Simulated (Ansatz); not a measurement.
Runs of Ansatz 0.2.0 on CoO. Symmetry: Fm-3m, No. 225, cubic system. Conventional cell: a = 4.263 Å, b = 4.263 Å, c = 4.263 Å, α = 90.00°, β = 90.00°, γ = 90.00°. Co (site symmetry m-3m) is surrounded by 6 O at 2.13 Å. O (site symmetry m-3m) has 6 Co at 2.13 Å as nearest neighbours. 

```csv
task,level,cell,k mesh,smearing,points for each segment of the path,mesh quality,gap on the mesh (eV),pressure (GPa),moment (μB),V0 of scaled cells (Å³/atom),relaxed volume (Å³/atom),B0 (GPa)
relaxation of cell and atoms,PBE,relaxed,11 × 11 × 11,fermi-dirac 0.05 eV,-,not flagged,-,0.0,2.90,-,(b),-
single point,PBE,as given,11 × 11 × 11,gaussian 0.028 eV,-,not flagged,none,-1.6,2.98,-,-,-
single point,PBE,as given,11 × 11 × 11,gaussian 0.025 eV,-,not flagged,none,-1.6,2.98,-,-,-
relaxation of cell and atoms,RPBE+D3(BJ),relaxed,11 × 11 × 11,fermi-dirac 0.05 eV,-,not flagged,none,0.0,2.94,-,9.63,-
equation of state,PBE,as given,11 × 11 × 11,fermi-dirac 0.05 eV,-,not flagged,-,-,-,(c),-,170
relaxation of cell and atoms,PBEsol+D3(BJ)+ATM,relaxed,11 × 11 × 11,fermi-dirac 0.05 eV,-,not flagged,none,0.0,2.94,-,9.61,-
band structure,PBEsol,as given,11 × 11 × 11,fermi-dirac 0.05 eV,14,not flagged,none,-10.8,(a),-,-,-
equation of state,HSE06,as given,6 × 6 × 6,fermi-dirac 0.05 eV,-,coarse,-,-,-,9.28,-,208
```

Alike in all rows: potentials or basis Ansatz PAW; spin collinear, ferromagnetic start; cutoff (eV) 420.

Problem. Estimate the missing entries.

Solution. (a) 2.96; (b) 9.58; (c) 9.58.

Caveats: some runs use coarse meshes; a cell with one magnetic atom can't hold antiferromagnetic order, which such compounds often take (some runs); semilocal functionals often make such compounds metallic where correlation or magnetic order opens a gap, which also shifts bond lengths (some runs); the PAW data sets come from PBE, with cores solved anew for the run's functional, which leaves a small shift of forces and pressure (some runs); the plane-wave basis is chosen anew once the cell has moved, so the energies of steps on either side of that aren't comparable (some runs); pairwise dispersion overbinds metals, which lowers pressure and volume (some runs); the potentials were made for another functional, which shifts forces and pressure (some runs); the magnetic or orbital state may not be the lowest (some runs).

A k mesh can miss the band edges.

A gap of «none» marks a metal or a gap under the smearing width.

Not every run made on this cell is shown here.
